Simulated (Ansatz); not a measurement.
# Mo: energy along a strain

Mo, Im-3m, a = 3.142 Å (as given, not relaxed at this level: 4.8 GPa). Ansatz: PBE, PAW, 420 eV, Γ-centred 22×22×22 mesh on 1 atom, Gaussian smearing 0.15 eV; no spin polarisation. Cell vectors (Å): -1.571 1.571 1.571; 1.571 -1.571 1.571; 1.571 1.571 -1.571. The cell is strained by x per cent times the pattern (0 1 0 0 0 0) in the order xx yy zz yz xz xy (engineering shears), with fractional coordinates held. y is the free energy over the start, V0 = 15.509 Å³/atom.

```tsv
x (%)	y (meV/atom)
-6.00	?
-4.50	73.30
-3.00	36.49
-1.50	12.43
0.00	0.00
1.50	-1.88
3.00	5.83
4.50	22.21
5.25	33.36
6.00	46.35
```

Q: Fit y = c1 x + c2 x² + c3 x³ to the other rows, get the stiffness along the pattern, and predict the missing energy.

A: Least squares on the rows shown. y = −4.6820 x + 2.3581 x² − 0.048590 x³. The clamped-ion stiffness p·C·p = 2 × 23.58 eV × 160.2 / 15.509 Å³ = 487 GPa, which is C22 in these axes (C11 of the cubic crystal) (second derivative at the start, which stands under stress). At x = -6.00 the fit asked for gives 123.48 meV/atom. The run gave 123.91 meV/atom, so the fit is 0.43 meV/atom too low, 0.34 % of the span of the series, against an rms of 0.05 meV/atom on the fitted rows. The row lies outside the fitted range. With a term in x⁴ added, a fit to the same known rows predicts 124.03 meV/atom, so most of the miss is curvature that the known rows already hold.